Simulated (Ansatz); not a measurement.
NiO:

```
Ni O
1.0
     0.00000    2.09131    2.09131
     2.09131    0.00000    2.09131
     2.09131    2.09131    0.00000
Ni O
1 1
Direct
  0.00000 0.00000 0.00000
  0.50000 0.50000 0.50000
```

Program: Ansatz 0.2.0. Alike in all runs: potentials or basis Ansatz PAW; spin collinear, ferromagnetic start; cell as given; cutoff (eV) 420; smearing fermi-dirac 0.05 eV. Hardware: 2 threads of Arm Neoverse V2, with other jobs on the host.

Order these runs on this cell by their wall time, lowest first.
A. task single point; level PBE; fixed moment (μB) 1.2; k mesh 9 × 9 × 9
B. task band structure; level PBE+U; U Ni d U = 8 eV; k mesh 11 × 11 × 11; points for each segment of the path 14; hubbard projectors ortho-atomic (the default); double counting fll (the default)
C. task band structure; level PBE; k mesh 11 × 11 × 11; points for each segment of the path 14

A (0.99 s), C (3.8 s), B (8.3 s).

Caveats: a cell with one magnetic atom can't hold antiferromagnetic order, which such compounds often take; the total moment is fixed, so each spin has its own Fermi level (some runs); the magnetic or orbital state may not be the lowest (some runs).
